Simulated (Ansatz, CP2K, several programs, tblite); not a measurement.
Energy against volume for AgCl, NiAs type, at fixed shape and fractional coordinates, computed by several methods (PBE and r2SCAN, where shown, with plane waves in Ansatz); the cell shown is that of r2SCAN. With free coordinates or axes held, a curve is too stiff, and on another method's shape its minimum isn't the method's own volume. The symmetry is P6_3/mmc (No. 194, hexagonal); conventional cell a = 4.005 Å, c = 6.201 Å, 21.53 Å³ an atom. Around Ag lie 6 Cl at 2.78 Å; around Cl lie 6 Ag at 2.78 Å. No spin polarisation and no zero-point or thermal motion; the cell was built from a prototype and may be hypothetical. Energies count from each curve's lowest point; fits are third-order Birch-Murnaghan.

```yaml
crystal:
  lattice:
    - [4.00486, 0.00000, 0.00000]
    - [-2.00243, 3.46831, 0.00000]
    - [0.00000, 0.00000, 6.20104]
  atoms:
    - { symbol: Ag, position: [0.00000, 0.00000, 0.00000] }
    - { symbol: Ag, position: [0.00000, 0.00000, 0.50000] }
    - { symbol: Cl, position: [0.33333, 0.66667, 0.25000] }
    - { symbol: Cl, position: [0.66667, 0.33333, 0.75000] }
```

Question: r2SCAN, on the shape of its own relaxed cell, gives

| V (Å³/atom) | E (meV/atom) |
| --- | --- |
| 20.241 | 14.11 |
| 20.887 | 3.29 |
| 21.533 | 0.00 |
| 22.179 | 2.95 |
| 22.825 | 11.09 |

What equilibrium volume and bulk modulus follow?

Answer: V₀ = 21.53 Å³ an atom and B₀ = 52 GPa.

GFN2-xTB (tblite), on the shape of the cell shown, as a cluster of 72 atoms at the zone centre:
```
V (Å³/atom)  E (meV/atom)
     18.949         33.01
     20.241          0.00
     21.533          2.69
     22.825         29.91
     24.117         74.57
```
V₀ = 20.76 Å³ an atom and B₀ = 61 GPa.

Question: PBE/DZVP (CP2K), on the shape of the cell shown, gives
```csv
V (Å³/atom),E (meV/atom)
18.949,106.16
20.241,37.18
21.533,5.57
22.825,0.00
24.117,12.70
```
What equilibrium volume and bulk modulus follow?

Answer: V₀ = 22.51 Å³ an atom and B₀ = 43 GPa.

PBE/SZV (CP2K), on the shape of the cell shown:
```csv
V (Å³/atom),E (meV/atom)
18.949,303.57
20.241,158.44
21.533,69.18
22.825,20.03
24.117,0.00
```
The lowest point is an end point, so the minimum isn't bracketed.

GFN1-xTB (tblite), on the shape of the cell shown, as a cluster of 72 atoms at the zone centre:
```tsv
V (Å³/atom)	E (meV/atom)
18.949	112.26
20.241	30.59
21.533	0.00
22.825	4.72
24.117	33.80
```
V₀ = 21.96 Å³ an atom and B₀ = 65 GPa.
